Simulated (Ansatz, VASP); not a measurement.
## AlN: VASP beside Ansatz

```
Al N
1.0
     0.00000    2.12797    2.12797
     2.12797    0.00000    2.12797
     2.12797    2.12797    0.00000
Al N
1 1
Cartesian
  0.0000 0.0000 0.0000
  3.1919 3.1919 3.1919
```

Alike in both runs: functional PBEsol; k mesh 8 × 8 × 8; no spin polarisation.

Ansatz relaxed the structure, and its values are those at the end. VASP's run is a single point on that final structure, the one shown.

|  | VASP | Ansatz |
| --- | --- | --- |
| version | VASP 6.6.1 | Ansatz 0.2.0 |
| potentials or method | VASP PAW PBE potentials, release 64 (Al, N) | plane waves, PAW |
| plane-wave cutoff (eV) | 520 | 571 |
| occupations | gaussian, width 0.01 eV | fixed |
| valence electrons in the cell | 8 | 8 |

Ansatz gave:

| Item | Value |
| --- | --- |
| pressure (GPa) | 20.0 |

Task: Estimate VASP's values.

Result: Pressure (GPa): 20.1.

Caveats: so large a pressure means that the cell lies far from this level's equilibrium, or that cutoff or potentials fall short (VASP); the potentials were made for another functional, which shifts forces and pressure (VASP). A k mesh can miss the band edges.
